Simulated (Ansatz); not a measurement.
Method: DFT, RPBE, plane waves (420 eV) with PAW, scalar-relativistic in Ansatz 0.2.0. (PAW data from PBE, frozen cores regenerated.)

An element in the diamond structure gives this curve. The cell is scaled uniformly from the relaxed one, with fractional coordinates and shape fixed. Energies are extrapolated to zero smearing, pressures are those at the given smearing. Magnetic state: antiferromagnetic.

| V (Å³/atom) | E − E₀ (meV/atom) | P (GPa) | sphere moment (μB) |
| --- | --- | --- | --- |
| 16.434 | 38.8 | 6.40 | 2.05 |
| 17.181 | 15.6 | 3.68 | 2.26 |
| 17.928 | 3.5 | 1.61 | 2.45 |
| 18.675 | 0.0 | 0.01 | 2.62 |
| 19.422 | 3.2 | -1.24 | 2.78 |
| 20.169 | 11.5 | -2.22 | 2.92 |
| 20.917 | 24.0 | -3.00 | 3.04 |

(1) Which element is it?
A. manganese
B. silicon
C. cobalt
D. nickel

Results:

(1) A. Its fit is V₀ = 18.66 Å³/atom, B₀ = 36 GPa, B₀′ = 5.2.
